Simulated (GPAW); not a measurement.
Runs of GPAW 26.7.0 on As. The structure is cubic, space group Pm-3m (No. 221). Conventional cell: a = 2.704 Å, b = 2.704 Å, c = 2.704 Å, α = 90.00°, β = 90.00°, γ = 90.00°. As (site symmetry m-3m) is surrounded by 6 As at 2.70 Å. This isn't the form of As at room conditions, which is rhombohedral.

```csv
task,level,potentials or basis,cell,k mesh,cutoff (eV),smearing,maxiter,optimizer,fmax,max steps,convergence,gap on the mesh (eV),pressure (GPa),relaxed volume (Å³/atom)
relaxation of cell and atoms,LDA,"the program's PAW data sets (release 1.2.1) made for this functional, pw",relaxed,10 × 10 × 10,600,fermi-dirac 0.05 eV,150,BFGS,0.02 eV/Å,60,density=1e-05 forces=0.0001,none,0.1,19.07
single point,PBEsol,"PAW data sets generated in the run's folder for this functional, pw",as given,10 × 10 × 10,600,gaussian 0.02 eV,150,-,-,-,-,none,-1.4,-
single point,LDA,"the program's PAW data sets (release 1.2.1) made for this functional, pw",as given,8 × 8 × 8,500,fermi-dirac 0.05 eV,120,-,-,-,default,none,-2.0,-
relaxation of cell and atoms,r2SCAN,"GPAW PAW data sets (gpaw-data 1.2.1), pw",relaxed,10 × 10 × 10,600,fermi-dirac 0.05 eV,150,BFGS,0.02 eV/Å,60,density=1e-05 forces=0.0001,none,-0.2,19.73
single point,PBEsol,"PAW data sets generated in the run's folder for this functional, pw",cell strained at random at fixed volume,10 × 10 × 10,600,fermi-dirac 0.1 eV,150,-,-,-,-,none,-1.4,-
relaxation of cell and atoms,PBEsol+D4,"PAW data sets generated in the run's folder for this functional, pw",relaxed,10 × 10 × 10,600,fermi-dirac 0.05 eV,150,BFGS,0.02 eV/Å,60,density=1e-05 forces=0.0001,none,0.1,18.96
band structure,LDA,"the program's PAW data sets (release 1.2.1) made for this functional, pw",as given,10 × 10 × 10,600,fermi-dirac 0.05 eV,150,-,-,-,-,-,-3.1,-
relaxation of cell and atoms,PBEsol+D3,"PAW data sets generated in the run's folder for this functional, pw",relaxed,10 × 10 × 10,600,fermi-dirac 0.05 eV,150,BFGS,0.02 eV/Å,60,density=1e-05 forces=0.0001,none,0.1,(b)
relaxation of cell and atoms,PBEsol+D3(BJ),"PAW data sets generated in the run's folder for this functional, pw",relaxed,10 × 10 × 10,600,fermi-dirac 0.05 eV,150,BFGS,0.02 eV/Å,60,density=1e-05 forces=0.0001,none,0.0,(a)
relaxation of cell and atoms,PBEsol,"PAW data sets generated in the run's folder for this functional, pw",relaxed,10 × 10 × 10,600,fermi-dirac 0.05 eV,150,BFGS,0.02 eV/Å,60,density=1e-05 forces=0.0001,none,0.0,19.43
relaxation of cell and atoms,PBEsol+D3(BJ)+ATM,"PAW data sets generated in the run's folder for this functional, pw",relaxed,10 × 10 × 10,600,fermi-dirac 0.05 eV,150,BFGS,0.02 eV/Å,60,density=1e-05 forces=0.0001,none,0.2,(c)
```

Alike in all rows: no spin polarisation.

Q: Estimate the missing entries.

A: (a) 18.73; (b) 19.16; (c) 18.79.

Caveats: later steps reuse the first step's grids (some runs); pairwise dispersion overbinds metals, which lowers pressure and volume (some runs); the cutoff is short for stress and forces, so pressures can be off by a GPa or more (some runs); the PAW data sets were made with another functional, which shifts forces and pressure a little (some runs).

A k mesh can miss the band edges, and the runs leave out spin-orbit coupling on As.

A gap of «none» marks a metal or a gap under the smearing width.

Not every run made on this cell is shown here.
